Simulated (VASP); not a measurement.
# SrCl2 (Fm-3m) in VASP: notebook, part 2 of 2

VASP 6.6.1.

## Step 3: Dielectric tensor, PBE

Input file INCAR:

```
PREC     = Accurate       # precision mode
ENCUT    = 600            # plane-wave cutoff, eV
EDIFF    = 1E-8           # SCF threshold, eV
ISMEAR   = 0              # smearing method
SIGMA    = 0.03           # smearing width, eV
LREAL    = F              # projectors in reciprocal space
LASPH    = T              # aspherical terms in the spheres
NELM     = 80             # most SCF steps
ALGO     = Normal         # electronic algorithm
ISIF     = 2              # what is computed and relaxed
LWAVE    = F              # write WAVECAR
LCHARG   = F              # write CHGCAR
GGA      = PE             # functional
LEPSILON = T              # dielectric tensor by DFPT
KPAR     = 2
```

Input file KPOINTS:

```
Automatic mesh
0
Monkhorst-Pack
  12 12 12
```

Input file POSCAR:

```
SrCl2                                   
1.0
    0.0000000000      3.5243729123      3.5243729123
    3.5243729123      0.0000000000      3.5243729123
    3.5243729123      3.5243729123      0.0000000000
  Sr              Cl            
     1     2
Direct
     0.0000000000000000    0.0000000000000000    0.0000000000000000
     0.2500000000000000    0.2500000000000000    0.2500000000000000
     0.7500000000000000    0.7500000000000000    0.7500000000000000
```

Potentials or basis: VASP PAW PBE potentials, release 64 (Sr_sv, Cl).

Launch:

```bash
$ cat potpaw_PBE.64/Sr_sv/POTCAR potpaw_PBE.64/Cl/POTCAR > POTCAR
$ mpirun -np 2 vasp_std > vasp.out
```

OUTCAR:

```text
PREC = Accurate
   ENCUT = 600
   EDIFF = 1E-8
   ISMEAR = 0
   LREAL = F
   LASPH = T
   NELM = 80
   ISIF = 2
   GGA = PE
   LEPSILON = T

 ion  position               nearest neighbor table
   1  0.000  0.000  0.000-   3 3.05   3 3.05   3 3.05   2 3.05   2 3.05   2 3.05   3 3.05   2 3.05

   2  0.250  0.250  0.250-   1 3.05   1 3.05   1 3.05   1 3.05
   3  0.750  0.750  0.750-   1 3.05   1 3.05   1 3.05   1 3.05

  LATTYP: Found a face centered cubic cell.
 ALAT       =     7.0487458246

  Lattice vectors:

 A1 = (   0.0000000000,   3.5243729123,   3.5243729123)
 A2 = (   3.5243729123,   0.0000000000,   3.5243729123)
 A3 = (   3.5243729123,   3.5243729123,   0.0000000000)

Analysis of symmetry for initial positions (statically):
=====================================================================
 Subroutine PRICEL returns:
 Original cell was already a primitive cell.

 Routine SETGRP: Setting up the symmetry group for a
 face centered cubic supercell.

 Subroutine GETGRP returns: Found 48 space group operations
 (whereof 48 operations were pure point group operations)
 out of a pool of 48 trial point group operations.

The static configuration has the point symmetry O_h .

Analysis of symmetry for dynamics (positions and initial velocities):
=====================================================================
 Subroutine PRICEL returns:
 Original cell was already a primitive cell.

 Routine SETGRP: Setting up the symmetry group for a
 face centered cubic supercell.

 Subroutine GETGRP returns: Found 48 space group operations
 (whereof 48 operations were pure point group operations)
 out of a pool of 48 trial point group operations.

The dynamic configuration has the point symmetry O_h .

 Subroutine INISYM returns: Found 48 space group operations
 (whereof 48 operations are pure point group operations),
 and found     1 'primitive' translations

----------------------------------------------------------------------------------------

                                     Primitive cell

  volume of cell :      87.5539

  direct lattice vectors                    reciprocal lattice vectors
     0.000000000  3.524372912  3.524372912    -0.141869210  0.141869210  0.141869210
     3.524372912  0.000000000  3.524372912     0.141869210 -0.141869210  0.141869210
     3.524372912  3.524372912  0.000000000     0.141869210  0.141869210 -0.141869210

  length of vectors
     4.984215971  4.984215971  4.984215971     0.245724679  0.245724679  0.245724679

  position of ions in fractional coordinates (direct lattice)
     0.000000000  0.000000000  0.000000000
     0.250000000  0.250000000  0.250000000
     0.750000000  0.750000000  0.750000000

  ion indices of the primitive-cell ions
   primitive index   ion index
[... 568 lines left out ...]
      6     -12.5596      2.00000
[... 8 lines left out ...]
     15       6.3733      0.00000
     16       8.0807      0.00000

 [... further k-points ...]

  FORCE on cell =-STRESS in cart. coord.  units (eV):
  Direction    XX          YY          ZZ          XY          YZ          ZX
  --------------------------------------------------------------------------------------
  -------------------------------------------------------------------------------------
  Total        0.0026380      0.0026380      0.0026380      0.0000000     -0.0000000     -0.0000000
  in kB        0.0482731      0.0482731      0.0482731      0.0000000     -0.0000000     -0.0000000
  external PRESSURE =       0.0482731 kB  Pullay stress =       0.0000000 kB

 VOLUME and BASIS-vectors are now :
 -----------------------------------------------------------------------------
  energy-cutoff  :      600.00
  volume of cell :       87.55
      direct lattice vectors                 reciprocal lattice vectors
     0.000000000  3.524372912  3.524372912    -0.141869210  0.141869210  0.141869210
     3.524372912  0.000000000  3.524372912     0.141869210 -0.141869210  0.141869210
     3.524372912  3.524372912  0.000000000     0.141869210  0.141869210 -0.141869210

 POSITION                                       TOTAL-FORCE (eV/Angst)
 -----------------------------------------------------------------------------------
      0.00000      0.00000      0.00000         0.000000      0.000000      0.000000
      1.76219      1.76219      1.76219        -0.000000     -0.000000     -0.000000
      5.28656      5.28656      5.28656         0.000000      0.000000      0.000000
 -----------------------------------------------------------------------------------
    total drift:                               -0.000000     -0.000000      0.000000

  FREE ENERGIE OF THE ION-ELECTRON SYSTEM (eV)
  ---------------------------------------------------
  free  energy   TOTEN  =       -12.7917799968 eV

  energy  without entropy=      -12.7917799968  energy(sigma->0) =      -12.79178000

 HEAD OF MICROSCOPIC STATIC DIELECTRIC TENSOR (INDEPENDENT PARTICLE, excluding Hartree and local field effects)
 ------------------------------------------------------
           3.175762     0.000000    -0.000000
          -0.000000     3.175762    -0.000000
          -0.000000     0.000000     3.175762
 ------------------------------------------------------

 Free energy of the ion-electron system (eV)
  ---------------------------------------------------
  ---------------------------------------------------
  free energy    TOTEN  =        -0.51146913 eV

  energy without entropy =       -0.51146913

------------------------ aborting loop because EDIFF is reached ----------------------------------------

--------------------------------------- Ionic step        2  -------------------------------------------

------------------------ aborting loop because EDIFF is reached ----------------------------------------

--------------------------------------- Ionic step        3  -------------------------------------------

 Free energy of the ion-electron system (eV)
  ---------------------------------------------------
  ---------------------------------------------------
  free energy    TOTEN  =        -0.51146894 eV

  energy without entropy =       -0.51146894

------------------------ aborting loop because EDIFF is reached ----------------------------------------

 PIEZOELECTRIC TENSOR FIELD DIRECTION 3  (e Angst)
 -----------------------------------------------------------------------------
     0.00011  0.00000  0.00000           ( -0.00000  0.00000  0.00000)
     0.00000  0.00011  0.00000           (  0.00000 -0.00000  0.00000)
     0.00000  0.00000 -0.00017           (  0.00000  0.00000 -0.00000)

 PIEZOELECTRIC TENSOR FIELD DIRECTION 3  (C/m^2)
 -----------------------------------------------------------------------------
     0.00002  0.00000  0.00000
     0.00000  0.00002  0.00000
     0.00000  0.00000 -0.00003

 MACROSCOPIC STATIC DIELECTRIC TENSOR (including local field effects in DFT)
 ------------------------------------------------------
           2.879798     0.000000     0.000000
          -0.000000     2.879798     0.000000
           0.000000     0.000000     2.879798
 ------------------------------------------------------

 PIEZOELECTRIC TENSOR (including local field effects)  for field in x, y, z        (e  Angst)
          XX          YY          ZZ          XY          YZ          ZX
  --------------------------------------------------------------------------------
  x     0.00000     0.00000     0.00000     0.00000     0.00000     0.00000
  y     0.00000     0.00000     0.00000     0.00000     0.00000     0.00000
  z     0.00000     0.00000     0.00000     0.00000     0.00000     0.00000

 PIEZOELECTRIC TENSOR (including local field effects)  for field in x, y, z        (C/m^2)
          XX          YY          ZZ          XY          YZ          ZX
  --------------------------------------------------------------------------------
  x     0.00000     0.00000     0.00000     0.00000     0.00000     0.00000
  y     0.00000     0.00000     0.00000     0.00000     0.00000     0.00000
  z     0.00000     0.00000     0.00000     0.00000     0.00000     0.00000

 BORN EFFECTIVE CHARGES (including local field effects) (in |e|, cummulative output)
 ---------------------------------------------------------------------------------
 ion    1
    1     2.49874     0.00000     0.00000
    2     0.00000     2.49874     0.00000
    3     0.00000     0.00000     2.49874
 ion    2
    1    -1.24937     0.00000     0.00000
    2     0.00000    -1.24937     0.00000
    3     0.00000     0.00000    -1.24937
 ion    3
    1    -1.24937     0.00000     0.00000
    2     0.00000    -1.24937     0.00000
    3     0.00000     0.00000    -1.24937
```

Wall time 39 min (2 MPI ranks of AMD EPYC 9R45 (Zen 5), shared host); peak memory 1.8 GiB.

What came out:

- Electronic dielectric tensor (diagonal): 2.88
- Born charges (mean of the diagonal): Sr +2.50; Cl -1.25 e

Electronic dielectric tensor:
```
2.88 0.00 0.00
0.00 2.88 0.00
0.00 0.00 2.88
```

Born effective charge tensors (e):
atom 1, Sr
```
2.50 0.00 0.00
0.00 2.50 0.00
0.00 0.00 2.50
```
atom 2, Cl
```
-1.25  0.00  0.00
 0.00 -1.25  0.00
 0.00  0.00 -1.25
```
atom 3, Cl
```
-1.25  0.00  0.00
 0.00 -1.25  0.00
 0.00  0.00 -1.25
```
